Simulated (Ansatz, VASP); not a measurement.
CdS (Hawleyite): VASP beside Ansatz

Contents of INCAR:

```
SYSTEM = CdS
  PREC = Accurate
  ENCUT = 520
  EDIFF = 1E-7
  ISMEAR = 0
  SIGMA = 0.016
  LREAL = .False.
  LASPH = .True.
  NELM = 80
  ALGO = Normal
  ISIF = 2
  LWAVE = .False.
  LCHARG = .False.
  GGA = PE
  NBANDS = 16
```

File KPOINTS:

```
regular mesh
0
Gamma
  8 8 8
  0 0 0
```

POSCAR

```
CdS
1.0
    0.0000000000      2.9165000000      2.9165000000
    2.9165000000      0.0000000000      2.9165000000
    2.9165000000      2.9165000000      0.0000000000
Cd S
1 1
Direct
    0.0000000000      0.0000000000      0.0000000000
    0.7500000000      0.7500000000      0.7500000000
```

Contents of input.yaml:

```yaml
crystal:
  lattice:
    - [0.0, 2.9165, 2.9165]
    - [2.9165, 0.0, 2.9165]
    - [2.9165, 2.9165, 0.0]
  atoms:
    - { symbol: Cd, position: [0.0, 0.0, 0.0] }
    - { symbol: S, position: [0.75, 0.75, 0.75] }
hamiltonian:
  xc: pbe
  pseudopotentials: { kind: paw }
kpoints:
  mp_grid: { grid: [8, 8, 8] }
scf:
  occupations: { method: gaussian, width: 0.016 }
output:
  forces: true
  stress: true
  eigenvalues: true
```

Alike in both runs: task single point; functional PBE; k mesh 8 × 8 × 8; occupations gaussian, width 0.016 eV; no spin polarisation.

```csv
,VASP,Ansatz
version,VASP 6.6.1,Ansatz 0.2.0
potentials or method,"VASP PAW PBE potentials, release 64 (Cd, S)",Ansatz PAW
plane-wave cutoff (eV),520,420
valence electrons in the cell,18,26
```

```csv
,VASP,Ansatz,Ansatz less VASP
gap on the k mesh at the Fermi level (eV),1.15,1.15,-0.004
least direct gap on the mesh (eV),1.15,1.15,-0.004
pressure (GPa),3.2,2.8,-0.36
```

The two sets of potentials don't hold the same shells in valence.

A hybrid or GW would open this gap; PBE tends to underestimate it.
